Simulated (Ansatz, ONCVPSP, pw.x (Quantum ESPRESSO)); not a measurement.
**What a changed setting does to a pw.x run (fcc P)**

Potential: optimised norm-conserving Vanderbilt (ONCV), ONCVPSP 4.0.1, PBE; core [Ne], reference 3s2 3p3; waves: 3s: rc 1.40 bohr, ncon 4, nbas 9, qcut 4.9 1/bohr, 2 projectors, debl 0.9 Ha; 3p: rc 1.70 bohr, ncon 4, nbas 9, qcut 5.8 1/bohr, 2 projectors, debl 1.1 Ha; d scattering state at 0.18 Ha: rc 1.50 bohr, ncon 5, nbas 8, qcut 7.5 1/bohr, 2 projectors, debl 1.1 Ha; local part: polynomial inside 1.00 bohr (lpopt 5, dvloc0 6 Ha); core correction: Teter function, fcfact 4.5, rcfact 1.6.

The reference run (k-mesh 14³, cutoffs 50/200 Ry, Fermi–Dirac 0.01 Ry, mixing_beta 0.4, conv_thr 1e-9, no spin) gives -1.59 GPa at 14.767 Å³/atom, where all-electron LAPW gives -1.13 GPa. This run, with its own iteration cap, changes smearing to mp.

```
&control
  calculation='scf', prefix='x', pseudo_dir='./', outdir='./tmp', tstress=.true., disk_io='none'
/
&system
  ibrav=0, nat=1, ntyp=1, ecutwfc=50, ecutrho=200, nbnd=9,
  occupations='smearing', smearing='mp', degauss=0.01
/
&electrons
  conv_thr=1e-09, mixing_beta=0.4, electron_maxstep=60
/
ATOMIC_SPECIES
P 1.0 P.UPF
CELL_PARAMETERS angstrom
  0.00000000 1.94724573 1.94724573
  1.94724573 0.00000000 1.94724573
  1.94724573 1.94724573 0.00000000
ATOMIC_POSITIONS crystal
P 0.0000 0.0000 0.0000
K_POINTS automatic
14 14 14 0 0 0
```

```bash
pw.x < P.scf.in > P.scf.out
```

Q: How does the run end?

A: It converges in 6 iterations; the free energy moves by +23.8 meV/atom and the pressure by +0.13 GPa. This scheme is built to cancel the term in the square of the width that Fermi–Dirac smearing leaves in the F of a metal.

```
Message from routine setup:
     using ibrav=0 with symmetry is DISCOURAGED, use correct ibrav instead
     lattice parameter (alat)  =       5.2040  a.u.
     unit-cell volume          =      99.6527 (a.u.)^3
     number of electrons       =         5.00
     number of Kohn-Sham states=            9
     kinetic-energy cutoff     =      50.0000  Ry
     charge density cutoff     =     200.0000  Ry
     scf convergence threshold =      1.0E-09
     Exchange-correlation= PBE
     number of k points=   104  Methfessel-Paxton smearing, width (Ry)=  0.0100
     iteration #  1     ecut=    50.00 Ry     beta= 0.40
     total energy              =     -14.84741253 Ry
     estimated scf accuracy    <       0.00197891 Ry
     iteration #  2     ecut=    50.00 Ry     beta= 0.40
     total energy              =     -14.84725173 Ry
     estimated scf accuracy    <       0.00052113 Ry
     iteration #  3     ecut=    50.00 Ry     beta= 0.40
     total energy              =     -14.84730095 Ry
     estimated scf accuracy    <       0.00000447 Ry
     iteration #  4     ecut=    50.00 Ry     beta= 0.40
     total energy              =     -14.84730244 Ry
     estimated scf accuracy    <          7.3E-09 Ry
     iteration #  5     ecut=    50.00 Ry     beta= 0.40
     total energy              =     -14.84730247 Ry
     estimated scf accuracy    <          2.0E-09 Ry
     iteration #  6     ecut=    50.00 Ry     beta= 0.40
     the Fermi energy is    10.9325 ev
!    total energy              =     -14.84730247 Ry
     estimated scf accuracy    <          3.3E-10 Ry
     smearing contrib. (-TS)   =      -0.00021262 Ry
     The total energy is F=E-TS. E is the sum of the following terms:
     one-electron contribution =       5.87133359 Ry
     hartree contribution      =       0.22867905 Ry
     xc contribution           =      -5.37251104 Ry
     ewald contribution        =     -15.57459144 Ry
     convergence has been achieved in   6 iterations
          total   stress  (Ry/bohr**3)                   (kbar)     P=      -14.61
     Message from routine punch:
     Nothing written, as per user request (disk_io='none')
```

The run took about 4.1 s on one core of a shared server CPU.
